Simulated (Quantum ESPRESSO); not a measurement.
The system is BN.

```
N B
1.0
     0.00000    1.81300    1.81300
     1.81300    0.00000    1.81300
     1.81300    1.81300    0.00000
N B
1 1
Direct
  0.25000 0.25000 0.25000
  0.00000 0.00000 0.00000
```

The cell is a database's computed one.

```yaml
Program: Quantum ESPRESSO 7.5
Task: relaxation of cell and atoms
Functional: PBEsol
Dispersion: D3
Potentials_or_basis: PseudoDojo 0.4.1 SR PBE standard
Cutoff: 1143 eV
Density_cutoff: 4572 eV
k_mesh: 13 × 13 × 13
Occupations: fermi-dirac, width 0.05 eV
Spin: no spin polarisation
```

At the start: pressure -6.8 GPa; volume 5.96 Å³/atom.

Where does the relaxation end?

Over 4 steps the energy falls by 2.3 meV/atom and the volume is 5.85 Å³/atom (-1.9 %); space group F-43m (No. 216, to 0.05 Å).

The path:
| step | energy change (eV) | largest force (eV/Å) | pressure (GPa) | volume (Å³) |
| --- | --- | --- | --- | --- |
| 1 | 0.0000 | 0.0000 | -6.76 | 11.92 |
| 2 | -0.0017 | 0.0000 | -5.38 | 11.87 |
| 3 | -0.0038 | 0.0000 | -2.86 | 11.79 |
| 4 | -0.0045 | 0.0000 | 0.34 | 11.70 |

Final structure:
```xyz
2
Lattice="2.5479 0.0000 0.0000 1.2739 2.2065 0.0000 1.2739 0.7355 2.0803" Properties=species:S:1:pos:R:3 pbc="T T T"
N     1.2739    0.7355    0.5201
B     0.0000    0.0000    0.0000
```

Caveat: the potentials were made for another functional, which shifts forces and pressure.
